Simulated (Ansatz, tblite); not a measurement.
CdI₂: GFN2-xTB, run from Python

These are simulated results from tblite 0.8.0, not measurements. The cell began as a measured structure and was relaxed with r2SCAN+rVV10 in plane waves (Ansatz 0.2.0). All runs are without spin polarisation.

The symmetry is P-3m1 (No. 164, trigonal); conventional cell a = 4.248 Å, c = 6.884 Å, 35.87 Å³ an atom. Around Cd lie 6 I at 2.99 Å; around I lie 3 Cd at 2.99 Å.

tblite solves periodic systems at the zone centre alone, so the script builds a cluster of 3×3×2 conventional cells (54 atoms), which folds in a coarse mesh of k points.

The script, run.py:

```python
import json
from ase import Atoms
from ase.build import make_supercell
from ase.units import Bohr, GPa, Hartree
from tblite.interface import Calculator

atoms = Atoms(['Cd', 'I', 'I'],
              cell=[[4.24835691, 0.0, 0.0], [-2.12417846, 3.67918501, 0.0], [0.0, 0.0, 6.88441511]],
              scaled_positions=[[0.0, 0.0, 0.0], [0.333333333, 0.666666667, 0.249559232], [0.666666667, 0.333333333, 0.750440768]],
              pbc=True)
cluster = make_supercell(atoms, [[3, 0, 0], [0, 3, 0], [0, 0, 2]])
calc = Calculator('GFN2-xTB', cluster.numbers, cluster.positions / Bohr, lattice=cluster.cell[:] / Bohr, periodic=cluster.pbc)
calc.set('temperature', 0.02 / Hartree)
calc.set('max-iter', 150)
res = calc.singlepoint()
levels = res.get('orbital-energies') * Hartree
nv = round(res.get('orbital-occupations').sum() / 2)
cells = len(cluster) // len(atoms)
out = {'energy_per_cell': res.get('energy') * Hartree / cells, 'homo': levels[nv - 1], 'lumo': levels[nv],
       'stress': (-res.get('virial') * Hartree / cluster.get_volume() / GPa).tolist(), 'charges': res.get('charges')[:len(atoms)].tolist(), 'electrons': 2 * nv / cells}
json.dump(out, open('results.json', 'w'))
for key, value in out.items():
    print(key, value)
```

Command: `python run.py`. It took 2.9 s on 1 thread of Intel(R) Xeon(R) 6975P-C (Granite Rapids), on a shared host, peak memory 0.11 GiB.

Output:

```
------------------------------------------------------------
  cycle        total energy    energy error   density error
------------------------------------------------------------
      1     -144.5617503473  -1.4472033E+02   7.4461580E-01
      2     -151.2301604074  -6.6684101E+00   7.8546385E-01
      3     -151.2481387429  -1.7978335E-02   7.1315388E-01
      4     -151.2313001200   1.6838623E-02   1.0704120E-01
      5     -150.9730291496   2.5827097E-01   1.2990479E-01
      6     -151.3194628098  -3.4643366E-01   1.6710717E-02
      7     -151.3194476522   1.5157681E-05   3.3850470E-03
      8     -151.3187960799   6.5157225E-04   6.7121748E-03
      9     -151.3195337082  -7.3762833E-04   2.4602905E-04
     10     -151.3195343636  -6.5541840E-07   7.1853448E-05
     11     -151.3195344793  -1.1561940E-07   3.5079701E-05
     12     -151.3195345137  -3.4390183E-08   3.7054037E-05
     13     -151.3195345309  -1.7217189E-08   9.6763027E-06
------------------------------------------------------------

 total:                                   2.456 sec
energy_per_cell -228.75634817484615
homo -11.866143359352135
lumo -7.9500944970363605
stress [[4.542106321890053, -9.765686681499992e-06, -1.327128935699047e-07], [-9.765686681483384e-06, 4.542095004755709, -8.929762033510432e-07], [-1.3271289355636934e-07, -8.929762033022018e-07, -1.2496865268190227]]
charges [0.22961638949823926, -0.1148115304329738, -0.11481099331777814]
electrons 16.0
```

The cycle table is in hartree for the whole cluster, and the lines after it are in eV (the energy for one cell). The printed stress is in GPa and positive in compression, and the pressure is its mean diagonal.

GFN2-xTB gives a gap of 3.92 eV. On the same cell, plane-wave PBE (Ansatz, 12×12×4 k points and the special points) gives a gap of 2.33 eV and r2SCAN a gap of 2.78 eV; on shared hosts these took about 6.3 and 14 core-seconds on the 3-atom cell, against 2.9 for the script. Spin-orbit coupling, left out in all these runs, can cut or reorder the gap by tenths of an eV, up to about 1 eV with Pb or Bi. xTB was fitted to molecules, so gaps, charges and pressures of solids can be far off, and the gap also depends on the size of the cluster.

The same script was run on cells scaled at fixed shape and fractional coordinates:

```csv
volume (Å³/atom),energy (meV/atom),"pressure (GPa, positive in compression)",gap (eV)
31.56,134.8,7.92,4.15
33.72,49.7,4.86,4.07
35.87,0.0,2.61,3.92
38.02,-23.5,0.92,3.72
40.17,-26.8,-0.39,3.50
```

A Birch-Murnaghan fit puts the minimum at 39.50 Å³/atom, 10.1 % above the given cell, with a bulk modulus of 22.4 GPa at fixed shape.

xTB was fitted mostly to molecules, and a small cluster samples few k points, so gaps, pressures and kinks along a curve can be far from a solid's.

No spin-orbit coupling is included; it can move band edges with weight on the heavy atoms by tenths of an eV.
